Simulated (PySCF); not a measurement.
Species: C3H4N2.
Numbering: `[cH:1]1[cH:2][n:3][nH:4][cH:5]1` (hydrogens: H6 on C1; H7 on C2; H8 on N4; H9 on C5)

Computed with PySCF at B3LYP/def2-SVPD, non-relativistic, on one gas-phase PBE0-D3(BJ)/def2-SVP geometry that isn't relaxed in the solvent. The solvent is an IEF-PCM continuum (Bondi radii, 1.10 Å for H, scaled by 1.2), and excitations are vertical TDDFT with non-equilibrium linear response and a frozen core. Specific hydrogen bonds and non-electrostatic terms are outside this model.

Gas-phase singlets (H = HOMO, L = LUMO):

```json
{"state": "S1", "E (eV)": "6.596", "λ (nm)": "188", "f": "0.006", "leading configurations": "H→L+1 99%"}
{"state": "S2", "E (eV)": "6.678", "λ (nm)": "186", "f": "0.050", "leading configurations": "H-1→L 51%, H→L 28%"}
{"state": "S3", "E (eV)": "6.794", "λ (nm)": "182", "f": "0.004", "leading configurations": "H-2→L 94%"}
{"state": "S4", "E (eV)": "6.875", "λ (nm)": "180", "f": "0.000", "leading configurations": "H-1→L+1 94%"}
{"state": "S5", "E (eV)": "7.045", "λ (nm)": "176", "f": "0.083", "leading configurations": "H→L 61%, H-1→L 25%"}
```

Problem. How does the list change in chloroform (ε = 4.711)?

Solution. 
```json
{"state": "S1", "E (eV)": "6.637", "λ (nm)": "187", "f": "0.087", "leading configurations": "H→L 47%, H-1→L 37%", "change by rank (eV)": "+0.041"}
{"state": "S2", "E (eV)": "6.934", "λ (nm)": "179", "f": "0.012", "leading configurations": "H→L+1 96%", "change by rank (eV)": "+0.256"}
{"state": "S3", "E (eV)": "6.963", "λ (nm)": "178", "f": "0.010", "leading configurations": "H-2→L 95%", "change by rank (eV)": "+0.169"}
{"state": "S4", "E (eV)": "7.019", "λ (nm)": "177", "f": "0.109", "leading configurations": "H→L 43%, H-1→L 43%", "change by rank (eV)": "+0.144"}
{"state": "S5", "E (eV)": "7.185", "λ (nm)": "173", "f": "0.003", "leading configurations": "H-1→L+1 98%", "change by rank (eV)": "+0.140"}
```

Problem. The ground-state energy changes by -0.213 eV from gas to chloroform. By how much does the total energy of gas-phase S3 change?

Solution. E(S3) = E(S0) + excitation energy, so it changes by -0.213 + 0.169 = -0.044 eV: it is lowered less than the ground state, which is what a blue shift means. This is the vertical state, with the slow part of the continuum still set for S0.

Problem. How do the frontier levels move from gas to chloroform?

Solution. 
```json
{"orbital": "LUMO+2", "gas (eV)": "1.27", "solvent (eV)": "1.37", "change (eV)": "+0.10"}
{"orbital": "LUMO+1", "gas (eV)": "0.54", "solvent (eV)": "0.88", "change (eV)": "+0.34"}
{"orbital": "LUMO", "gas (eV)": "0.13", "solvent (eV)": "0.14", "change (eV)": "+0.01"}
{"orbital": "HOMO", "gas (eV)": "-7.06", "solvent (eV)": "-7.09", "change (eV)": "-0.03"}
{"orbital": "HOMO-1", "gas (eV)": "-7.33", "solvent (eV)": "-7.33", "change (eV)": "0.00"}
{"orbital": "HOMO-2", "gas (eV)": "-8.08", "solvent (eV)": "-8.26", "change (eV)": "-0.18"}
{"orbital": "HOMO-3", "gas (eV)": "-11.03", "solvent (eV)": "-10.98", "change (eV)": "+0.05"}
```

The HOMO–LUMO gap goes from 7.19 to 7.23 eV. Rows go by rank; for LUMO+1 and LUMO+2 the atom shares or the degeneracy differ between the runs, so the row needn't follow one orbital.
